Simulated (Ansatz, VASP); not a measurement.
**Two plane-wave programs on Pd**

The input INCAR:

```
SYSTEM = Pd
ALGO = Normal
EDIFF = 1E-6
EDIFFG = -0.01
ENCUT = 600
GGA = PE
IBRION = 2
ISIF = 3
ISMEAR = -1
IVDW = 12
LASPH = .True.
LCHARG = .False.
LREAL = .False.
LWAVE = .False.
NELM = 80
NSW = 60
PREC = Accurate
SIGMA = 0.05
```

File KPOINTS:

```
k-points
0
Gamma
  11 11 6
  0 0 0
```

Contents of POSCAR:

```
Pd
1.0
    2.7836650458      0.0000000000      0.0000000000
   -1.3918325229      2.4107246453      0.0000000000
    0.0000000000      0.0000000000      4.6288930000
Pd
2
Direct
    0.3333333333      0.6666666667      0.2500000000
    0.6666666667      0.3333333333      0.7500000000
```

The input input.yaml:

```yaml
crystal:
  lattice:
    - [2.7836650458, 0.0, 0.0]
    - [-1.3918325229, 2.4107246453, 0.0]
    - [0.0, 0.0, 4.628893]
  atoms:
    - { symbol: Pd, position: [0.3333333333, 0.6666666667, 0.25] }
    - { symbol: Pd, position: [0.6666666667, 0.3333333333, 0.75] }
hamiltonian:
  xc: pbe
  pseudopotentials: { kind: paw }
  dispersion: d3bj
kpoints:
  mp_grid: { grid: [11, 11, 6] }
scf:
  occupations: { method: fermi_dirac, width: 0.05 }
output:
  forces: true
  stress: true
  eigenvalues: true
  write_density: true
  write_potential: true
  elf: true
  volumetric_format: npy
relax:
  f_tol: 0.01
  max_steps: 40
  cell: { stress_tol: 0.05 }
```

This isn't the form of Pd at room conditions, which is fcc.

Alike in both runs: task relaxation of cell and atoms; functional PBE; dispersion D3(BJ); k mesh 11 × 11 × 6; occupations fermi-dirac, width 0.05 eV; no spin polarisation.

```csv
,VASP,Ansatz
version,VASP 6.6.1,Ansatz 0.2.0
potentials or method,"VASP PAW PBE potentials, release 64 (Pd)",Ansatz PAW
plane-wave cutoff (eV),600,420
valence electrons in the cell,20,36
```

```csv
,VASP,Ansatz,Ansatz less VASP
"gap on the k mesh at the Fermi level, each at its own relaxed structure (eV)",none,none,-
relaxed volume (Å³/atom),14.76,14.79,+0.023
relaxed cell length with the largest relative difference (Å),4.555,4.561,+0.0063
energy change over the relaxation (meV/atom),-22,-20,+1.6
```

A gap of «none» marks a metal or a gap that the smearing closes. The two sets of potentials don't hold the same shells in valence.

Caveats: pairwise dispersion overbinds metals, which lowers pressure and volume; the plane-wave basis is chosen anew once the cell has moved, so the energies of steps on either side of that aren't comparable (Ansatz).
